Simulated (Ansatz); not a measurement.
**Na: energy along a strain**

Na, Im-3m, a = 4.235 Å (as given, not relaxed at this level: -0.2 GPa). Ansatz: PBE, PAW, 420 eV, Γ-centred 16×16×16 mesh on 1 atom, Gaussian smearing 0.15 eV; no spin polarisation. Cell vectors (Å): -2.118 2.118 2.118; 2.118 -2.118 2.118; 2.118 2.118 -2.118. The cell is strained by x per cent times the pattern (1 1 0 0 0 0) in the order xx yy zz yz xz xy (engineering shears), with fractional coordinates held. y is the free energy over the start, V0 = 37.978 Å³/atom.

| x (%) | y (meV/atom) |
| --- | --- |
| -6.00 | 8.50 |
| -4.50 | 3.46 |
| -3.00 | 0.48 |
| -1.50 | -0.62 |
| 0.00 | 0.00 |
| 1.50 | 2.19 |
| 3.00 | 5.82 |
| 4.50 | 10.75 |
| 5.25 | 13.67 |
| 6.00 | ? |

Q: Fit y = c1 x + c2 x² + c3 x³ to the other rows, get the stiffness along the pattern, and predict the missing energy.

A: Least squares on the rows shown. y = 0.95686 x + 0.35150 x² − 0.0072948 x³. The clamped-ion stiffness p·C·p = 2 × 3.515 eV × 160.2 / 37.978 Å³ = 30 GPa; c1 is there for the stress left in the start, which by itself gives a slope of 0.95 meV/atom per %. At x = 6.00 the fit asked for gives 16.82 meV/atom. The run gave 16.87 meV/atom, so the fit is 0.05 meV/atom too low, a small miss on the scale of the series.